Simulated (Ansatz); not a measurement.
The following input was run with Ansatz 0.2.0.

```yaml
crystal:
  lattice:
    - [2.7486340953, 0.0, 0.0]
    - [-1.3743170477, 2.3803869523, 0.0]
    - [0.0, 0.0, 4.5741873954]
  atoms:
    - { symbol: Pd, position: [0.6666666667, 0.3333333333, 0.75], spin: 0.41 }
    - { symbol: Pd, position: [0.3333333333, 0.6666666667, 0.25], spin: 0.41 }
basis:
  ecutwfc: 420
kpoints:
  mp_grid: { grid: [18, 18, 10] }
hamiltonian:
  xc: pbe
scf:
  occupations: { method: gaussian, width: 0.1 }
output:
  forces: true
  stress: true
  eigenvalues: true
  populations: true
magnetization:
  spin_polarized: true
relax:
  adjacent_minimum: "off"
  f_tol: 0.01
  max_steps: 30
  cell: { stress_tol: 0.1, fix: [volume] }
```

Run as
```bash
ansatz run input.yaml --threads 1 --pin off --max-ram 2560MiB --backend cpu --events-out ev --progress --plain --runs-dir out
```

Method: DFT PBE, scalar-relativistic, plane waves, PAW (Ansatz 0.2.0).

From the run's log, abridged (iterations and final results):

```
SCF iter   1: F=—  HF=-13947.430897 eV  |F-HF|=—  |Δ(HF+E_count)|=         —  Δρ=7.97e-2 (↑7.97e-2 ↓7.19e-2) dr2=6.91e0  dr2_m=1.29e-2  M=0.651 μB ∫|m|=0.660 μB  β_m=0.30  ethr=3.10e-3  ⟨swp⟩=5.0  Hψ=43141  notcnv=0
spin=Collinear: Kerker preconditioning applied to the charge; magnetization (m = ρ↑ − ρ↓) channel mixes plain (no charge-response kernel on spin).
SCF iter   2: F=—  HF=-13946.224345 eV  |F-HF|=—  |Δ(HF+E_count)|=    1.21e0  Δρ=4.60e-2 (↑4.60e-2 ↓4.27e-2) dr2=2.36e0  dr2_m=5.81e-3  M=0.648 μB ∫|m|=0.666 μB  β_m=0.30  ethr=3.10e-3  ⟨swp⟩=2.5  Hψ=20441  notcnv=0  defer=210
SCF iter   3: F=—  HF=-13945.629102 eV  |F-HF|=—  |Δ(HF+E_count)|=   5.95e-1  Δρ=1.64e-2 (↑1.30e-2 ↓1.64e-2) dr2=1.00e-1  dr2_m=1.98e-3  M=0.666 μB ∫|m|=0.687 μB  β_m=0.30  ethr=3.10e-3  ⟨swp⟩=2.2  Hψ=16468  notcnv=0  defer=210
SCF iter   4: F=—  HF=-13945.633693 eV  |F-HF|=—  |Δ(HF+E_count)|=   4.59e-3  Δρ=3.21e-3 (↑2.99e-3 ↓3.21e-3) dr2=4.58e-3  dr2_m=1.12e-3  M=0.663 μB ∫|m|=0.688 μB  β_m=0.30  ethr=2.79e-4  ⟨swp⟩=2.0  Hψ=22823  notcnv=0  defer=236
SCF iter   5: F=—  HF=-13945.635429 eV  |F-HF|=—  |Δ(HF+E_count)|=   1.74e-3  Δρ=2.56e-3 (↑2.56e-3 ↓1.86e-3) dr2=1.19e-3  dr2_m=6.01e-4  M=0.662 μB ∫|m|=0.690 μB  β_m=1.00  ethr=1.27e-5  ⟨swp⟩=1.9  Hψ=15046  notcnv=0  defer=236
SCF iter   6: F=—  HF=-13945.636384 eV  |F-HF|=—  |Δ(HF+E_count)|=   9.55e-4  Δρ=6.54e-4 (↑3.84e-4 ↓6.54e-4) dr2=5.78e-5  dr2_m=4.36e-5  M=0.666 μB ∫|m|=0.701 μB  β_m=1.00  ethr=3.32e-6  ⟨swp⟩=2.2  Hψ=17302  notcnv=0  defer=236
SCF iter   7: F=—  HF=-13945.636373 eV  |F-HF|=—  |Δ(HF+E_count)|=   1.13e-5  Δρ=3.92e-4 (↑2.84e-4 ↓3.92e-4) dr2=2.98e-5  dr2_m=1.34e-5  M=0.670 μB ∫|m|=0.708 μB  β_m=1.00  ethr=1.60e-7  ⟨swp⟩=2.1  Hψ=15001  notcnv=0  defer=236
SCF iter   8: F=—  HF=-13945.636365 eV  |F-HF|=—  |Δ(HF+E_count)|=   7.33e-6  Δρ=1.73e-4 (↑1.73e-4 ↓1.40e-4) dr2=2.12e-6  dr2_m=5.07e-6  M=0.673 μB ∫|m|=0.712 μB  β_m=1.00  ethr=8.28e-8  ⟨swp⟩=2.4  Hψ=17959  notcnv=0  defer=236
SCF iter   9: F=—  HF=-13945.636381 eV  |F-HF|=—  |Δ(HF+E_count)|=   1.52e-5  Δρ=1.11e-4 (↑1.11e-4 ↓7.95e-5) dr2=9.89e-7  dr2_m=1.85e-6  M=0.675 μB ∫|m|=0.714 μB  β_m=0.30  ethr=5.88e-9  ⟨swp⟩=2.9  Hψ=18170  notcnv=0  defer=236
Mixer restart at iter 9: flushing history
spin-set hold released at iteration 9 (site moments contracting): the magnetisation degrees of freedom join the quasi-Newton model from the next iteration; the mixer history was flushed
SCF iter  10: F=—  HF=-13945.636393 eV  |F-HF|=—  |Δ(HF+E_count)|=   1.27e-5  Δρ=1.12e-4 (↑1.12e-4 ↓7.77e-5) dr2=6.60e-7  dr2_m=2.19e-6  M=0.676 μB ∫|m|=0.715 μB  β_m=0.65  ethr=2.75e-9  ⟨swp⟩=1.6  Hψ=13063  notcnv=0  defer=236
SCF iter  11: F=—  HF=-13945.636408 eV  |F-HF|=—  |Δ(HF+E_count)|=   1.48e-5  Δρ=8.84e-5 (↑8.36e-5 ↓8.84e-5) dr2=2.82e-8  dr2_m=2.02e-6  M=0.679 μB ∫|m|=0.718 μB  β_m=0.82  ethr=1.83e-9  ⟨swp⟩=2.0  Hψ=18060  notcnv=0  defer=236
SCF iter  12: F=—  HF=-13945.636409 eV  |F-HF|=—  |Δ(HF+E_count)|=   1.44e-6  Δρ=5.69e-5 (↑5.69e-5 ↓3.82e-5) dr2=1.08e-7  dr2_m=6.05e-7  M=0.681 μB ∫|m|=0.721 μB  β_m=0.91  ethr=7.83e-11  ⟨swp⟩=6.8  Hψ=38981  notcnv=0
SCF iter  13: F=—  HF=-13945.636410 eV  |F-HF|=—  |Δ(HF+E_count)|=   5.16e-7  Δρ=8.19e-6 (↑4.35e-6 ↓8.19e-6) dr2=2.07e-8  dr2_m=5.16e-9  M=0.684 μB ∫|m|=0.724 μB  β_m=0.95  ethr=7.83e-11  ⟨swp⟩=2.2  Hψ=35347  notcnv=0
SCF iter  14: F=-13945.636410 eV  HF=-13945.636410 eV  |F-HF|=3.80e-10  |Δ(HF+E_count)|=  7.64e-10  Δρ=2.06e-6 (↑1.62e-6 ↓2.06e-6) dr2=1.86e-9  dr2_m=3.22e-10  M=0.684 μB ∫|m|=0.724 μB  ethr=5.74e-11  ⟨swp⟩=3.0  Hψ=28101  notcnv=0
SCF 1 converged in 14 iterations: F = -13945.636410 eV  dr2 = 1.86e-9
relax step   1: F+E_penalty+E_count = -13945.63640991 eV  Δ(F+E_penalty+E_count) = +0.000e0 eV  max|allowed force component| = 2.776e-17 eV/Å  Δτ_max = 0.0000 Å  P = +5.427 GPa  Ω = 29.928 Å³  fix = [volume]  reactions: volume +5.427 GPa (14 SCF iters, dr2 threshold 1.00e-7 eV, accepted)
Initial density: handed on by an earlier stage of this run
Starting moments: Σ|m| = 0.82 μB on 2 of 2 sites; this step starts from the density that it was given
Initial wavefunctions: pseudopotential atomic-orbital guess (no wavefunctions were taken with the density)
SCF iter   1: F=—  HF=-13945.636410 eV  |F-HF|=—  |Δ(HF+E_count)|=         —  Δρ=2.06e-6 (↑1.62e-6 ↓2.06e-6) dr2=1.86e-9  dr2_m=3.22e-10  M=0.684 μB ∫|m|=0.724 μB  β_m=0.30  ethr=3.68e-9  ⟨swp⟩=3.1  Hψ=73395  notcnv=0
spin=Collinear: Kerker preconditioning applied to the charge; magnetization (m = ρ↑ − ρ↓) channel mixes plain (no charge-response kernel on spin).
SCF iter   2: F=—  HF=-13945.636410 eV  |F-HF|=—  |Δ(HF+E_count)|=   3.02e-8  Δρ=1.56e-6 (↑1.17e-6 ↓1.56e-6) dr2=1.04e-9  dr2_m=1.90e-10  M=0.684 μB ∫|m|=0.724 μB  β_m=0.65  ethr=5.17e-12  ⟨swp⟩=2.0  Hψ=14527  notcnv=0
SCF iter   3: F=—  HF=-13945.636410 eV  |F-HF|=—  |Δ(HF+E_count)|=  5.82e-11  Δρ=3.49e-7 (↑3.04e-7 ↓3.49e-7) dr2=9.79e-11  dr2_m=5.16e-12  M=0.684 μB ∫|m|=0.724 μB  β_m=0.75  ethr=2.88e-12  ⟨swp⟩=1.9  Hψ=13793  notcnv=0
SCF iter   4: F=-13945.636410 eV  HF=-13945.636410 eV  |F-HF|=5.46e-12  |Δ(HF+E_count)|=  1.27e-11  Δρ=1.22e-7 (↑9.00e-8 ↓1.22e-7) dr2=3.20e-12  dr2_m=2.03e-12  M=0.684 μB ∫|m|=0.724 μB  ethr=1.00e-12  ⟨swp⟩=3.1  Hψ=27822  notcnv=0
SCF 2 converged in 4 iterations: F = -13945.636410 eV  dr2 = 3.20e-12
SCF converged after 4 iterations
Magnetization: 0.6839 μB (18.3419 up, 17.6581 down)
Absolute magnetization: 0.7239 μB (∫|ρ↑−ρ↓|, with the PAW one-centre terms)
Spin contamination: 0.0017 ħ² per cell (⟨S²⟩ above its minimum at these occupations)
Per-site moments (μB) at R_I (Å): [(0.35039001, 1.13381156), (0.35039001, 1.13381156)]
Free energy (F): -13945.636410 eV
Harris-Foulkes:  -13945.636410 eV  (|F-HF|=5.46e-12)
Internal energy: -13945.616224 eV  (E = F + TS)
E sigma→0 (E₀):  -13945.626317 eV
Entropy (-TS):   -0.020186 eV (-10.093 meV/atom)
Fermi energy:    19.466921 eV
--- Per-component energies (eV) ---
  E_band       = -283.953899
  E_kinetic    = 1027.626877
  E_local      = -3539.996507  (includes V_loc(G=0)·N_el)
  E_nonlocal   = 434.535010
  E_hartree    = 1438.139588
  E_xc         = -337.480954
  E_vxc        = -423.434657  (∫ρ·V_xc dr)
  E_paw        = -7500.574728  (= ΣΔE_a)
  E_vpaw       = -658.964251  (= ΣTr[D̂ρ^β])
  E_aug_tail   = 0.000459  (compensation charges beyond the density's cutoff)
  E_ewald      = -5467.865968
  E_smearing   = -0.020186  (= −TS)
--- Forces (eV/Å), atoms counted from 1 ---
  atom   1  Pd     0.00000000     0.00000000     0.00000000
  atom   2  Pd     0.00000000     0.00000000     0.00000000
--- Stress (GPa, compression-positive) ---
        5.405474       0.000000       0.000000
        0.000000       5.405474       0.000000
        0.000000       0.000000       5.470767
  P = ⅓ Tr σ = 5.4272 GPa (54.272 kbar)
--- Band table (eV; the first three rows and the last of 444) ---
  k-point 0 ↑: bands = ["-64.7630", "-64.7164", "-30.6174", "-30.3460", "-30.3460", "-30.2960", "-30.2960", "-30.2485", "12.3849", "14.1503", "16.4231", "16.6370", "16.6370", "16.9818", "16.9818", "17.6788", "17.6788", "19.0828", "19.0828", "20.3153", "26.2638", "36.4325", "37.9995"]
  k-point 1 ↑: bands = ["-64.7618", "-64.7175", "-30.6085", "-30.3448", "-30.3448", "-30.2972", "-30.2972", "-30.2577", "12.4724", "14.1671", "16.3992", "16.6148", "16.6148", "16.9540", "16.9540", "17.7463", "17.7463", "19.0720", "19.0720", "19.9038", "26.8049", "36.2459", "38.1585"]
  k-point 2 ↑: bands = ["-64.7585", "-64.7209", "-30.5828", "-30.3412", "-30.3412", "-30.3008", "-30.3008", "-30.2843", "12.7267", "14.2086", "16.3385", "16.5709", "16.5709", "16.8794", "16.8794", "17.9211", "17.9211", "18.9809", "19.0329", "19.0329", "28.1180", "35.8876", "38.1194"]
  k-point 221 ↓: bands = ["-64.4112", "-64.4112", "-30.2997", "-30.2997", "-30.2440", "-30.2440", "-30.0511", "-30.0511", "15.5340", "15.5340", "15.9581", "15.9581", "16.7979", "16.7979", "17.7811", "17.7811", "19.4178", "19.4178", "26.4469", "26.4469", "28.2214", "28.2214", "28.8327"]
--- Relaxed structure (1 steps of the walk, 1 accepted, 1 SCFs on fresh bases) ---
  F+E_penalty+E_count = -13945.63640991 eV   max|allowed force component| = 4.163e-17 eV/Å   (the final SCF, on the basis selected at the relaxed cell)
  cell:  # Å, volume = 29.9281 Å³
    - [2.74863409, 0.0, 0.0]
    - [-1.37431704, 2.38038695, 0.0]
    - [0.0, 0.0, 4.5741873954]
  atoms:
    - { symbol: Pd, position: [0.66666666, 0.33333333, 0.75000000] }
    - { symbol: Pd, position: [0.33333333, 0.66666666, 0.25] }
--- Löwdin populations: 2 sites ---
  site symbol q [e]    m [muB]
     0     Pd     17.3754     0.3434
     1     Pd     17.3754     0.3434
  spilling = 0.034697 (of n_electrons = 36.000000)
```

The relaxation met its thresholds.

Time: 60 s on 1 thread of Arm Neoverse N1 (shared host), peak memory 0.47 GiB.